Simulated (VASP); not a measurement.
## Ge: relaxation of cell and atoms with PBE

Ge:

```
CELL_PARAMETERS angstrom
3.48472 0.00000 0.00000
-0.97681 3.75343 0.00000
-1.34628 -0.30585 4.03309
ATOMIC_POSITIONS crystal
Ge 0.14880 0.42307 0.34245
Ge 0.43104 0.67376 0.78186
```

The cell was built by a generator and needn't be a form met in nature.

The cell isn't the ideal one: random cell without symmetry.

```yaml
Program: VASP 6.6.1
Task: relaxation of cell and atoms
Functional: PBE
Potentials_or_basis: VASP PAW PBE potentials, release 64 (Ge_d)
Cutoff: 600 eV
k_mesh: 6 × 4 × 4
Occupations: gaussian, width 0.1 eV
Spin: no spin polarisation
Dipole_correction: no
Further_INCAR_settings: ALGO = Normal; EDIFF = 1e-07; IBRION = 2; EDIFFG = -0.04; NSW = 90; ISIF = 3
```

* Relaxed volume: 19.78 Å³/atom
* Relaxed cell: a = 3.647 Å, b = 3.359 Å, c = 3.954 Å, α = 67.62°, β = 110.71°, γ = 114.78°
* Space group after relaxing (to 0.05 Å): P-1 (No. 2)
* Energy gained by relaxing: 1482.0 meV/atom
* Ionic steps: 63
* Pressure after relaxing: 0.0 GPa
* Largest force after relaxing: 0.032 eV/Å
* Band gap on the k mesh: none (metal or under the smearing width)

Forces on the atoms (eV/Å):
```
Ge   0.013 -0.018 -0.022
Ge  -0.013  0.018  0.022
```

Stress tensor (GPa, compression positive):
```
 0.10 -0.10 -0.09
-0.10 -0.05  0.10
-0.09  0.10 -0.06
```

Step by step:
| step | energy change (eV) | largest force (eV/Å) | pressure (GPa) | volume (Å³) |
| --- | --- | --- | --- | --- |
| 1 | 0.0000 | 10.8384 | 14.17 | 52.75 |
| 3 | -1.5531 | 1.0993 | -3.34 | 67.49 |
| 5 | -1.9929 | 0.3423 | -7.64 | 60.34 |
| 7 | -2.1791 | 0.5652 | -6.52 | 56.31 |
| 9 | -2.4722 | 0.5026 | -3.30 | 49.07 |
| 11 | -2.5222 | 1.0332 | -0.02 | 45.21 |
| 13 | -2.6863 | 0.8204 | 3.27 | 40.54 |
| 15 | -2.7657 | 0.3248 | -1.39 | 42.63 |
| 17 | -2.8390 | 0.2016 | -0.46 | 41.09 |
| 19 | -2.8432 | 0.2215 | 0.33 | 40.46 |
| 21 | -2.8541 | 0.0709 | -0.01 | 40.37 |
| 23 | -2.8570 | 0.0753 | -0.03 | 40.31 |
| 25 | -2.8384 | 0.2471 | 0.81 | 39.56 |
| 27 | -2.8699 | 0.1310 | 0.21 | 40.06 |
| 29 | -2.8718 | 0.1215 | 0.15 | 40.03 |
| 31 | -2.8722 | 0.1110 | 0.12 | 40.01 |
| 33 | -2.8781 | 0.1186 | 0.09 | 40.03 |
| 35 | -2.8888 | 0.1958 | -0.01 | 40.10 |
| 37 | -2.8962 | 0.1451 | -0.13 | 40.12 |
| 39 | -2.8992 | 0.1176 | -0.12 | 40.09 |
| 41 | -2.9114 | 0.1437 | 0.16 | 39.77 |
| 43 | -2.9123 | 0.4091 | 0.86 | 39.26 |
| 45 | -2.9077 | 0.4629 | 1.17 | 39.33 |
| 47 | -2.9221 | 0.3961 | 0.71 | 39.37 |
| 49 | -2.9390 | 0.1826 | -0.64 | 40.01 |
| 51 | -2.9435 | 0.1312 | -0.62 | 39.96 |
| 53 | -2.9444 | 0.1188 | 2.13 | 38.57 |
| 55 | -2.9570 | 0.0611 | 0.42 | 39.37 |
| 57 | -2.9595 | 0.0824 | 0.24 | 39.48 |
| 59 | -2.9619 | 0.0903 | -0.13 | 39.67 |
| 61 | -2.9634 | 0.0554 | 0.12 | 39.53 |
| 63 | -2.9640 | 0.0315 | -0.01 | 39.56 |

Final structure:
```yaml
crystal:
  lattice:
    - [3.64033, -0.22064, 0.00515]
    - [-1.22418, 3.08271, 0.52849]
    - [-1.37824, 0.46275, 3.67701]
  atoms:
    - { symbol: Ge, position: [0.04023, 0.30112, 0.31353] }
    - { symbol: Ge, position: [0.53960, 0.79571, 0.81078] }
```

Levels at points of the mesh, in eV from the Fermi level:
```
           k point  band 11  band 12  band 13  band 14  band 15  band 16  band 17  band 18
(0.00, 0.00, 0.00)   -12.81    -1.85    -1.84     0.41     2.65     5.32     6.23     6.69
(0.50, 0.00, 0.00)    -9.39    -9.36     0.28     0.33     2.77     2.79     3.64     3.75
(0.00, 0.50, 0.00)    -8.76    -8.68     0.00     0.11     1.04     1.07     2.92     3.02
(0.50, 0.50, 0.00)    -8.79    -5.56    -4.92    -2.65    -2.24     3.19     7.44     8.70
(0.00, 0.00, 0.50)    -9.96    -9.90     1.78     1.83     3.30     3.37     4.82     4.88
(0.50, 0.00, 0.50)    -9.18    -5.76    -5.61    -4.17    -0.04     4.36     8.94    10.35
(0.00, 0.50, 0.50)    -8.78    -5.60    -5.16    -3.30    -1.51     3.41     7.40     9.44
(0.50, 0.50, 0.50)    -8.40    -8.28    -0.31    -0.31     0.55     0.69     1.90     1.98
```

It took 19 min on 1 thread of AMD EPYC 9R45 (Zen 5) (shared host), peak memory 0.18 GiB.

Caveat: the k mesh is coarse (spacing up to 0.42 Å⁻¹), so the values aren't converged; the volume moved by over 15 % at a fixed basis, so the end points are rough.
